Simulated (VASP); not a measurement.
# BiTe (R-3m) in VASP: a series of runs

Aim: see how the results for BiTe move with the level of theory and the settings. Levels: LDA, PBEsol. Tasks: elastic constants, equation of state.

Program: VASP 6.6.1. These are calculated values, not measurements. Logs are shortened: lines on timing, memory, paths and dates and some standing lists are left out, and cuts for length are marked.

### 1 The structure

It takes space group R-3m (No. 166, trigonal). Conventional cell: a = 4.845 Å, b = 4.845 Å, c = 9.952 Å, α = 90.00°, β = 90.00°, γ = 120.00°. Bi (site symmetry -3m) has 6 Te at 3.25 Å as nearest neighbours. Te (site symmetry -3m) has 6 Bi at 3.25 Å as nearest neighbours.

The cell comes from a database or a generator and needn't be the stable form of this composition.

### 2 Elastic constants, LDA

File POSCAR:

```
BiTe
1.0
    2.4227077728      1.3987509848      3.3172919545
   -2.4227077728      1.3987509848      3.3172919545
    0.0000000000     -2.7975019696      3.3172919545
Bi Te
1 1
Direct
    0.5000000000      0.5000000000      0.5000000000
    0.0000000000      0.0000000000      0.0000000000
```

File INCAR.step1:

```
SYSTEM = BiTe
ALGO = Normal
EDIFF = 1E-8
EDIFFG = -0.002
ENCUT = 600
GGA = CA
IBRION = 2
ISIF = 3
ISMEAR = 0
LASPH = .True.
LCHARG = .False.
LREAL = .False.
LWAVE = .False.
NELM = 60
NSW = 40
PREC = Accurate
SIGMA = 0.02
```

File INCAR.step2:

```
SYSTEM = BiTe
ALGO = Normal
EDIFF = 1E-8
ENCUT = 600
GGA = CA
IBRION = 6
ISIF = 3
ISMEAR = 0
LASPH = .True.
LCHARG = .False.
LREAL = .False.
LWAVE = .False.
NELM = 60
NFREE = 2
NSW = 1
POTIM = 0.015
PREC = Accurate
SIGMA = 0.02
```

File KPOINTS:

```
k-points
0
Gamma
  5 5 5
  0 0 0
```

Potentials or basis: VASP PAW LDA potentials, release 64 (Bi_d, Te).

On the command line:

```console
cat potpaw_LDA.64/Bi_d/POTCAR potpaw_LDA.64/Te/POTCAR > POTCAR
cp INCAR.step1 INCAR
mpirun -np 1 vasp_std > vasp.out
cp CONTCAR POSCAR
cp INCAR.step2 INCAR
mpirun -np 1 vasp_std > vasp.out
```

OUTCAR:

```text
SYSTEM = BiTe
   EDIFF = 1E-8
   ENCUT = 600
   GGA = CA
   IBRION = 6
   ISIF = 3
   ISMEAR = 0
   LASPH = .True.
   LREAL = .False.
   NELM = 60
   NFREE = 2
   NSW = 1
   POTIM = 0.015
   PREC = Accurate

 ion  position               nearest neighbor table
   1  0.500  0.500  0.500-   2 3.18   2 3.18   2 3.18   2 3.18   2 3.18   2 3.18
   2  0.000  0.000  0.000-   1 3.18   1 3.18   1 3.18   1 3.18   1 3.18   1 3.18

  LATTYP: Found a trigonal (rhomboedric) cell.
 ALAT       =     4.1654741872
 COS(alpha) =     0.3368162852

  Lattice vectors:

 A1 = (   2.3986472051,   1.3848596096,   3.1112426218)
 A2 = (  -2.3986472051,   1.3848596096,   3.1112426218)
 A3 = (   0.0000000000,  -2.7697192191,   3.1112426218)

Analysis of symmetry for initial positions (statically):
=====================================================================
 Subroutine PRICEL returns:
 Original cell was already a primitive cell.

 Routine SETGRP: Setting up the symmetry group for a
 trigonal (rhombohedral) supercell.

 Subroutine GETGRP returns: Found 12 space group operations
 (whereof 12 operations were pure point group operations)
 out of a pool of 12 trial point group operations.

The static configuration has the point symmetry D_3d.

Analysis of symmetry for dynamics (positions and initial velocities):
=====================================================================
 Subroutine PRICEL returns:
 Original cell was already a primitive cell.

 Routine SETGRP: Setting up the symmetry group for a
 trigonal (rhombohedral) supercell.

 Subroutine GETGRP returns: Found 12 space group operations
 (whereof 12 operations were pure point group operations)
 out of a pool of 12 trial point group operations.

The dynamic configuration has the point symmetry D_3d.

 Subroutine INISYM returns: Found 12 space group operations
 (whereof 12 operations are pure point group operations),
 and found     1 'primitive' translations

----------------------------------------------------------------------------------------

                                     Primitive cell

  volume of cell :      62.0094

  direct lattice vectors                    reciprocal lattice vectors
     2.398647205  1.384859610  3.111242622     0.208450830  0.120349143  0.107138328
    -2.398647205  1.384859610  3.111242622    -0.208450830  0.120349143  0.107138328
     0.000000000 -2.769719219  3.111242622     0.000000000 -0.240698285  0.107138328

  length of vectors
     4.165474187  4.165474187  4.165474187     0.263465910  0.263465910  0.263465910

  position of ions in fractional coordinates (direct lattice)
     0.500000000  0.500000000  0.500000000
     0.000000000  0.000000000  0.000000000

  ion indices of the primitive-cell ions
   primitive index   ion index
                 1           1
                 2           2

----------------------------------------------------------------------------------------

 KPOINTS: k-points

Automatic generation of k-mesh.
 Grid dimensions read from file:
 generate k-points for:    5    5    5

 Generating k-lattice:

  Cartesian coordinates                     Fractional coordinates (reciprocal lattice)
[... 81 lines left out ...]
   AEXX    =    0.0000 exact exchange contribution
   IVDW    =     0    specifies the selected vdW correction
   LEPSILON=     F    determine dielectric tensor
   LRPA    =     F    only Hartree local field effects (RPA)
 finite differences with symmetry
 non-spin polarized calculation
 Gauss-broadening in eV      SIGMA  =   0.02
  energy-cutoff  :      600.00
  volume of cell :       62.01
 maximum number of plane-waves:      2091
 NGX is ok and might be reduce to    36
   NGX = 17   NGY = 17   NGZ = 17

--------------------------------------- Ionic step        1  -------------------------------------------

 number of electron      21.0000000 magnetization

 Free energy of the ion-electron system (eV)
  ---------------------------------------------------
  ext. energy  EPLUGINS =         0.00000000
[... 44 lines left out ...]
 cond. band min:       7.4692950926   @ k =  -0.2000   0.2000   0.0000
 fundamental gap:      0.0900136791
 Fermi energy:         7.4597909635

 k-point     1 :       0.0000    0.0000    0.0000
  band No.  band energies     occupation
      1     -15.6986      2.00000
      2     -15.6986      2.00000
      3     -15.6900      2.00000
      4     -15.6900      2.00000
      5     -15.6778      2.00000
      6      -6.5408      2.00000
      7      -0.6112      2.00000
      8       4.2940      2.00000
      9       4.2940      2.00000
     10       5.9958      2.00000
     11       9.5093      0.00000
     12      10.3718      0.00000
     13      10.3718      0.00000
     14      11.2799      0.00000
[... 333 lines left out ...]
  FREE ENERGIE OF THE ION-ELECTRON SYSTEM (eV)
  ---------------------------------------------------
  free  energy   TOTEN  =        -8.5382139698 eV

  energy  without entropy=       -8.5374436455  energy(sigma->0) =       -8.53782881

 INTERNAL STRAIN TENSORS FROM STRAINED CELLS
 ============================================

 INTERNAL STRAIN TENSOR FOR ION    1 for displacements in x,y,z  (eV/Angst):
          X           Y           Z          XY          YZ          ZX
  --------------------------------------------------------------------------------
  x     0.00000    -0.00000    -0.00000     0.00000    -0.00000    -0.00000
  y    -0.00000     0.00000    -0.00000     0.00000    -0.00000    -0.00000
  z    -0.00000    -0.00000    -0.00000    -0.00000     0.00000     0.00000

 INTERNAL STRAIN TENSORS FROM DISPLACED ATOMS
 ============================================

 INTERNAL STRAIN TENSOR FOR ION    1 for displacements in x,y,z  (eV/Angst):
          X           Y           Z          XY          YZ          ZX
  --------------------------------------------------------------------------------
  x     0.00000     0.00000     0.00000     0.00000     0.00000     0.00000
  y     0.00000     0.00000     0.00000     0.00000     0.00000     0.00000
  z     0.00000     0.00000     0.00000     0.00000     0.00000     0.00000

 INTERNAL STRAIN TENSOR FOR ION    2 for displacements in x,y,z  (eV/Angst):
          X           Y           Z          XY          YZ          ZX
  --------------------------------------------------------------------------------
  x     0.00000     0.00000     0.00000     0.00000     0.00000     0.00000
  y     0.00000     0.00000     0.00000     0.00000     0.00000     0.00000
  z     0.00000     0.00000     0.00000     0.00000     0.00000     0.00000

 Eigenvectors and eigenvalues of the dynamical matrix
 ----------------------------------------------------

   1 f  =    3.018679 THz    18.966917 2PiTHz  100.692281 cm-1    12.484246 meV
             X         Y         Z           dx          dy          dz
      0.000000  0.000000  4.666864     0.000000    0.615669   -0.000000
      0.000000  0.000000  0.000000    -0.000000   -0.788005    0.000000
[... 21 lines left out ...]
   6 f/i=    0.002130 THz     0.013383 2PiTHz    0.071047 cm-1     0.008809 meV
             X         Y         Z           dx          dy          dz
      0.000000  0.000000  4.666864     0.000000   -0.000000   -0.787507
      0.000000  0.000000  0.000000     0.000000    0.000000   -0.616305

--------------------------------------------------------------------------------------------------------

 ELASTIC MODULI CONTR FROM IONIC RELAXATION (kBar)
 Direction    XX          YY          ZZ          XY          YZ          ZX
 --------------------------------------------------------------------------------
 XX           0.0000      0.0000      0.0000      0.0000      0.0000      0.0000
 YY           0.0000      0.0000      0.0000      0.0000      0.0000      0.0000
 ZZ           0.0000      0.0000      0.0000      0.0000      0.0000      0.0000
 XY           0.0000      0.0000      0.0000      0.0000      0.0000      0.0000
 YZ           0.0000      0.0000      0.0000      0.0000      0.0000      0.0000
 ZX           0.0000      0.0000      0.0000      0.0000      0.0000      0.0000
 --------------------------------------------------------------------------------

 TOTAL ELASTIC MODULI (kBar)
 Direction    XX          YY          ZZ          XY          YZ          ZX
 --------------------------------------------------------------------------------
 XX        1235.0778    393.5404    391.7845      0.0000   -358.2301      0.0000
 YY         393.5404   1235.0778    391.7845      0.0000    358.2301      0.0000
 ZZ         391.7845    391.7845    524.5059      0.0000      0.0000      0.0000
 XY           0.0000      0.0000      0.0000    420.7687      0.0000   -358.2302
 YZ        -358.2301    358.2301      0.0000      0.0000    348.3426      0.0000
 ZX           0.0000      0.0000      0.0000   -358.2302      0.0000    348.3427
 --------------------------------------------------------------------------------
```

Run time: 19 min. Hardware: 1 thread of Intel Xeon Platinum 8259CL at 2.50GHz (Skylake/Cascade Lake), shared host; peak memory 0.29 GiB.

Results:

| Item | Value |
| --- | --- |
| Relaxed volume | 31.00 Å³/atom |
| Relaxed cell | a = 4.165 Å, b = 4.165 Å, c = 4.165 Å, α = 70.32°, β = 70.32°, γ = 70.32° |
| Space group after relaxing (to 0.05 Å) | R-3m (No. 166) |
| Voigt bulk modulus | 59 GPa |
| Highest phonon frequency at Γ, LO-TO splitting left out | 101 cm⁻¹ |

Step by step:
```
step  energy change (eV)  largest force (eV/Å)  pressure (GPa)  volume (Å³)
   1              0.0000                0.0000           -3.45        67.45
   2             -0.0388                0.0000            2.26        60.60
   3             -0.0544                0.0000           -0.02        62.82
   4             -0.0544                0.0000            0.07        62.73
   5             -0.0546                0.0000           -0.08        62.85
   6             -0.0549                0.0000           -0.51        63.20
   7             -0.0549                0.0000           -0.38        63.09
   8             -0.0549                0.0000           -0.39        63.09
   9             -0.0551                0.0000           -0.42        63.11
  10             -0.0553                0.0000           -0.48        63.14
  11             -0.0556                0.0000           -0.59        63.21
  12             -0.0560                0.0000           -0.78        63.34
  13             -0.0565                0.0000           -0.77        63.29
  14             -0.0579                0.0000           -0.73        63.13
  15             -0.0596                0.0000           -0.68        62.81
  16             -0.0597                0.0000           -0.67        62.72
  17             -0.0605                0.0000           -0.47        62.51
  18             -0.0612                0.0000           -0.06        62.10
  19             -0.0613                0.0000           -0.02        62.05
  20             -0.0613                0.0000            0.00        62.04
  21             -0.0613                0.0000            0.00        62.03
  22             -0.0613                0.0000            0.00        62.02
  23             -0.0613                0.0000            0.01        62.00
  24             -0.0613                0.0000            0.02        61.96
  25             -0.0613                0.0000            0.01        61.99
  26             -0.0613                0.0000           -0.01        62.01
```

Final structure:
```xyz
2
Lattice="2.3986 1.3849 3.1112 -2.3986 1.3849 3.1112 0.0000 -2.7697 3.1112" Properties=species:S:1:pos:R:3 pbc="T T T"
Bi    0.0000    0.0000    4.6669
Te    0.0000    0.0000    0.0000
```

Phonon frequencies in cm⁻¹ (negative: imaginary):
```csv
q point,frequencies
"(0.000, 0.000, 0.000)",0 0 0 95 101 101
```

Elastic tensor in Voigt notation (GPa, in the Cartesian axes of the cell as first typed):
```
124  39  39 -36   0   0
 39 124  39  36   0   0
 39  39  52   0   0   0
-36  36   0  35   0   0
  0   0   0   0  35 -36
  0   0   0   0 -36  42
```

Clamped-ion elastic tensor (GPa):
```
124  39  39 -36   0   0
 39 124  39  36   0   0
 39  39  52   0   0   0
-36  36   0  35   0   0
  0   0   0   0  35 -36
  0   0   0   0 -36  42
```

Caveat: spin-orbit coupling is left out, which moves the levels of the heavy elements.

### 3 Equation of state, PBEsol, 30.53 Å³/atom (a relaxed cell with its volume scaled by 0.96)

File INCAR:

```
PREC = Accurate
ENCUT = 520
EDIFF = 1E-6
ISMEAR = -1
SIGMA = 0.05
LREAL = F
LASPH = T
NELM = 80
ALGO = Normal
ISIF = 2
LWAVE = F
LCHARG = F
GGA = PS
```

File KPOINTS:

```
regular mesh
0
Gamma
  6 6 6
```

File POSCAR:

```
BiTe                                    
1.0
    2.3701916955      1.3684308134      3.1371134404
   -2.3701916955      1.3684308134      3.1371134404
    0.0000000000     -2.7368616269      3.1371134404
  Bi              Te            
     1     1
Direct
     0.5000000000000000    0.5000000000000000    0.5000000000000000
     0.0000000000000000    0.0000000000000000    0.0000000000000000
```

Potentials or basis: VASP PAW PBE potentials, release 64 (Bi_d, Te).

On the command line:

```console
cat potpaw_PBE.64/Bi_d/POTCAR potpaw_PBE.64/Te/POTCAR > POTCAR
mpirun -np 1 vasp_std > vasp.out
```

It took 15 s on 1 thread of Intel Xeon Platinum 8488C (Sapphire Rapids), shared host; peak memory 0.19 GiB.

The run converged. Its results:

```yaml
Free_energy: -8.0004 eV
Pressure: 2.5 GPa
Band_gap_on_the_k_mesh: none (metal or under the smearing width)
```

Caveat: the PAW data sets were made with another functional, which shifts forces and pressure a little; spin-orbit coupling is left out, which moves the levels of the heavy elements.

### 4 Equation of state, PBEsol, 31.16 Å³/atom (a relaxed cell with its volume scaled by 0.98)

INCAR is that of step 3.

KPOINTS is that of step 3.

File POSCAR:

```
BiTe                                    
1.0
    2.3865383617      1.3778685656      3.1587493892
   -2.3865383617      1.3778685656      3.1587493892
    0.0000000000     -2.7557371311      3.1587493892
  Bi              Te            
     1     1
Direct
     0.5000000000000000    0.5000000000000000    0.5000000000000000
     0.0000000000000000    0.0000000000000000    0.0000000000000000
```

On the command line:

```console
cat potpaw_PBE.64/Bi_d/POTCAR potpaw_PBE.64/Te/POTCAR > POTCAR
mpirun -np 1 vasp_std > vasp.out
```

It took 17 s on 1 thread of Intel Xeon Platinum 8488C (Sapphire Rapids), shared host; peak memory 0.19 GiB.

It converged, with:

```
Free energy            : -8.0153 eV
Pressure               : 1.2 GPa
Band gap on the k mesh : none (metal or under the smearing width)
```

Caveat: the PAW data sets were made with another functional, which shifts forces and pressure a little; spin-orbit coupling is left out, which moves the levels of the heavy elements.

### 5 Equation of state, PBEsol, 31.80 Å³/atom

INCAR is that of step 4.

KPOINTS is that of step 4.

File POSCAR:

```
BiTe                                    
1.0
    2.4026641101      1.3871787707      3.1800929380
   -2.4026641101      1.3871787707      3.1800929380
    0.0000000000     -2.7743575415      3.1800929380
  Bi              Te            
     1     1
Direct
     0.5000000000000000    0.5000000000000000    0.5000000000000000
     0.0000000000000000    0.0000000000000000    0.0000000000000000
```

On the command line:

```console
cat potpaw_PBE.64/Bi_d/POTCAR potpaw_PBE.64/Te/POTCAR > POTCAR
mpirun -np 1 vasp_std > vasp.out
```

Run time: 15 s. Hardware: 1 thread of Intel Xeon Platinum 8488C (Sapphire Rapids), shared host; peak memory 0.19 GiB.

It converged, with:

```
Free energy            : -8.0202 eV
Pressure               : 0.0 GPa
Band gap on the k mesh : none (metal or under the smearing width)
```

Caveat: the PAW data sets were made with another functional, which shifts forces and pressure a little; spin-orbit coupling is left out, which moves the levels of the heavy elements.

### 6 Equation of state, PBEsol, 32.43 Å³/atom (a relaxed cell with its volume scaled by 1.02)

INCAR is that of step 5.

KPOINTS is that of step 5.

File POSCAR:

```
BiTe                                    
1.0
    2.4185762566      1.3963656528      3.2011537699
   -2.4185762566      1.3963656528      3.2011537699
    0.0000000000     -2.7927313057      3.2011537699
  Bi              Te            
     1     1
Direct
     0.5000000000000000    0.5000000000000000    0.5000000000000000
     0.0000000000000000    0.0000000000000000    0.0000000000000000
```

Potentials or basis: VASP PAW PBE potentials, release 64 (Bi_d, Te).

On the command line:

```console
cat potpaw_PBE.64/Bi_d/POTCAR potpaw_PBE.64/Te/POTCAR > POTCAR
mpirun -np 1 vasp_std > vasp.out
```

Run time: 16 s. Hardware: 1 thread of Intel Xeon Platinum 8488C (Sapphire Rapids), shared host; peak memory 0.19 GiB.

The run converged. Its results:

```yaml
Free_energy: -8.0160 eV
Pressure: -1.1 GPa
Band_gap_on_the_k_mesh: none (metal or under the smearing width)
```

Caveat: the PAW data sets were made with another functional, which shifts forces and pressure a little; spin-orbit coupling is left out, which moves the levels of the heavy elements.

### 7 Equation of state, PBEsol, 33.07 Å³/atom (a relaxed cell with its volume scaled by 1.04)

INCAR is that of step 6.

KPOINTS is that of step 6.

File POSCAR:

```
BiTe                                    
1.0
    2.4342817373      1.4054332163      3.2219410651
   -2.4342817373      1.4054332163      3.2219410651
    0.0000000000     -2.8108664327      3.2219410651
  Bi              Te            
     1     1
Direct
     0.5000000000000000    0.5000000000000000    0.5000000000000000
     0.0000000000000000    0.0000000000000000    0.0000000000000000
```

On the command line:

```console
cat potpaw_PBE.64/Bi_d/POTCAR potpaw_PBE.64/Te/POTCAR > POTCAR
mpirun -np 1 vasp_std > vasp.out
```

Run time: 16 s. Hardware: 1 thread of Intel Xeon Platinum 8488C (Sapphire Rapids), shared host; peak memory 0.19 GiB.

The run converged. Its results:

| Quantity | Value |
| --- | --- |
| Free energy | -8.0039 eV |
| Pressure | -2.0 GPa |
| Band gap on the k mesh | none (metal or under the smearing width) |

Caveat: the PAW data sets were made with another functional, which shifts forces and pressure a little; spin-orbit coupling is left out, which moves the levels of the heavy elements.

### 8 Equation of state, PBEsol

This run uses another cell than the first one, of 31.80 Å³/atom, 0.943 times its volume.

No new run: the results of the series are fitted here.

What came out:

* Equilibrium volume: 31.81 Å³/atom
* Bulk modulus at fixed shape and positions: 56 GPa
* Pressure derivative of the bulk modulus: 4.7 (rough: it moves with the points fitted)

Energy against volume, from the lowest point:
```
volume (Å³/atom)  energy (meV/atom)
          30.525               9.87
          31.161               2.42
          31.797               0.00
          32.433               2.08
          33.069               8.16
```

Caveat: the cell was scaled at fixed shape and fractional positions, which overstates the stiffness of a crystal with free parameters, most of all of layers and chains; the PAW data sets were made with another functional, which shifts forces and pressure a little; spin-orbit coupling is left out, which moves the levels of the heavy elements.
